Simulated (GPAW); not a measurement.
Here is a GPAW 26.7.0 calculation.

File run.py:

```python
from ase import Atoms
from ase.dft.bandgap import bandgap
from ase.io import write
from ase.units import GPa
from gpaw import GPAW, PW, setup_paths

setup_paths.insert(0, '.')

atoms = Atoms(['Ta', 'K', 'O', 'O', 'O'],
              cell=[[3.9883, 0.0, 0.0],
                    [0.0, 3.9883, 0.0],
                    [0.0, 0.0, 3.9883]],
              scaled_positions=[[0.0, 0.0, 0.0],
                                [0.5, 0.5, 0.5],
                                [0.0, 0.0, 0.5],
                                [0.0, 0.5, 0.0],
                                [0.5, 0.0, 0.0]],
              pbc=True)

calc = GPAW(mode=PW(800),
            xc='PBEsol',
            kpts={'size': (7, 7, 7), 'gamma': True},
            occupations={'name': 'fermi-dirac', 'width': 0.05},
            nbands=36,
            convergence={'density': 1e-05, 'energy': 1e-05},
            maxiter=150,
            txt='gpaw.txt')
atoms.calc = calc
energy = atoms.get_potential_energy()
forces = atoms.get_forces()
stress = atoms.get_stress()
calc.write('gs.gpw')
write('result.traj', atoms)
print(f'Energy: {energy:.6f} eV')
print('Forces (eV/A):')
print(forces.round(4))
print('Stress (GPa):', (stress / GPa).round(3))
print('Fermi level:', round(calc.get_fermi_level(), 4), 'eV')
print(f'Gap: {bandgap(calc)[0]:.4f} eV, direct: {bandgap(calc, direct=True)[0]:.4f} eV')

path = atoms.cell.bandpath('GXMGRX,MR', npoints=80, eps=1e-4)
bs_calc = calc.fixed_density(kpts=path, symmetry='off', nbands=53,
                             convergence={'bands': 'CBM+6.0', 'eigenstates': 1e-6}, txt='bands.txt')
bs = bs_calc.band_structure()
bs.write('bs.json')
print(f'Gap on the path: {bandgap(bs_calc)[0]:.4f} eV')
```

Potentials or basis: PAW data sets generated in the run's folder for this functional, pw.

Launch:

```sh
$ gpaw-setup -f PBEsol K O Ta
$ OMP_NUM_THREADS=1 python run.py
```

(1) Estimate the band gap on the k mesh.

(2) Estimate the pressure.

(3) Predict the band gap along the path.

Results:

(1) 2.15 eV, indirect (least direct gap 2.72 eV).

(2) -0.1 GPa.

(3) 2.09 eV, indirect (least direct gap 2.72 eV).

Caveat: spin-orbit coupling is left out, which moves the levels of the heavy elements.
